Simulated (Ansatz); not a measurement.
Consider the hydrogen abstraction from a Ga–H bond: `[F][GaH][Cl]` + `F[C](F)F`• → `[F][Ga][Cl]`• + `FC(F)F`.

Isolated molecules relaxed with PBE0-D4/def2-TZVP in Ansatz; ΔE leaves out vibrations. CCSD(T)/CBS adds triple-zeta CCSD(T) − MP2 to the extrapolated MP2 energy (def2 sets, frozen cores). This one scheme is used for every species. Functionals use def2-TZVPP. HSE06 is defined as in plane-wave codes. No spin–orbit coupling; open shells (•) take unrestricted orbitals. For Ga outer-core shells are correlated without core-valence functions, which leaves a few kJ/mol of doubt a bond. Scalar relativity is left out up to krypton.

| level | ΔE (kJ/mol) | difference from CCSD(T)/CBS |
| --- | --- | --- |
| LDA (SPW92) | -129.3 | -9.8 |
| PBE-D4 | -124.6 | -5.1 |
| r2SCAN-D4 | -113.7 | 5.8 |
| r2SCANh-D4 | -113.5 | 6.0 |
| HSE06-D4 | -122.0 | -2.5 |
| BHLYP-D4 | -120.4 | -0.9 |
| PBE | -125.0 | -5.5 |
| r2SCANh | -113.6 | 5.9 |
| r2SCAN0 | -113.2 | 6.3 |
| HSE06 | -122.5 | -3.0 |
| LC-ωPBE | -110.8 | 8.7 |
| RPA@PBE/def2-TZVPP | -123.9 | -4.4 |
| CCSD/def2-SVP | -114.9 | 4.6 |
| HF/def2-TZVPP | -105.8 | 13.7 |
| MP2/def2-QZVPP | -125.8 | -6.3 |
| CCSD/CBS(def2) | -117.7 | 1.8 |
| CCSD(T)/CBS | -119.5 | 0 |

Largest T1 diagnostic among the species: 0.016.

Leaving LDA and LC-ωPBE aside and taking each functional with its dispersion term where it has one, the values, not all of them listed here, spread over 15.9 kJ/mol, from ωB97M-V to r2SCAN0-D4. LDA lies −4.3 kJ/mol from PBE without D4. From BLYP to BHLYP (50 % exact exchange), in def2-TZVPP and without D4, ΔE moves by +6.1 kJ/mol. At CCSD(T), def2-SVP lies +3.5 kJ/mol from the extrapolated value and def2-TZVPP −2.0 kJ/mol.

CCSD(T)/CBS has its own doubt, a few kJ/mol and more with outer-core shells, so smaller differences from it don't rank the levels.
